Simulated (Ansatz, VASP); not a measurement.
One calculation of Ag, two programs

INCAR

```
SYSTEM = Ag
ALGO = Normal
EDIFF = 1E-6
ENCUT = 520
GGA = PE
ISIF = 2
ISMEAR = -1
LASPH = .TRUE.
LCHARG = .FALSE.
LREAL = .FALSE.
LWAVE = .FALSE.
NBANDS = 18
NELM = 80
PREC = Accurate
SIGMA = 0.1
```

File KPOINTS:

```
k-points
0
G
  12 12 12
  0 0 0
```

Contents of POSCAR:

```
Ag
1.0
    0.0000000000      2.4675638837      2.4675638837
    2.4675638837      0.0000000000      2.4675638837
    2.4675638837      2.4675638837      0.0000000000
Ag
2
Direct
   -0.1250000000     -0.1250000000     -0.1250000000
    0.1250000000      0.1250000000      0.1250000000
```

Input for Ansatz:

```yaml
crystal:
  lattice:
    - [0.0, 2.4675638837, 2.4675638837]
    - [2.4675638837, 0.0, 2.4675638837]
    - [2.4675638837, 2.4675638837, 0.0]
  atoms:
    - { symbol: Ag, position: [-0.125, -0.125, -0.125] }
    - { symbol: Ag, position: [0.125, 0.125, 0.125] }
kpoints:
  mp_grid: { grid: [12, 12, 12] }
scf:
  occupations: { method: fermi_dirac, width: 0.1 }
hamiltonian:
  xc: pbe
  pseudopotentials: { kind: paw }
output:
  forces: true
  stress: true
  eigenvalues: true
  populations: true
```

Change from the starting cell: volume scaled by 0.5, PAW files.

Alike in both runs: task single point; functional PBE; k mesh 12 × 12 × 12; occupations fermi-dirac, width 0.1 eV; no spin polarisation.

|  | VASP | Ansatz |
| --- | --- | --- |
| version | VASP 6.6.1 | Ansatz 0.2.0 |
| potentials or method | VASP PAW PBE potentials, release 64 (Ag) | PAW with Ansatz's default frozen-core files, scalar-relativistic |
| plane-wave cutoff (eV) | 520 | 420 |
| valence electrons in the cell | 22 | 38 |

```tsv
	VASP	Ansatz	Ansatz less VASP
pressure (GPa)	138.5	142.9	+4.38
```

With one functional, cell and mesh, what is left measures potentials, basis and numerics. The two sets of potentials don't hold the same shells in valence.

Caveats: the cell as given lies far from equilibrium; so large a pressure means that the cell lies far from this level's equilibrium, or that cutoff or potentials fall short (VASP).
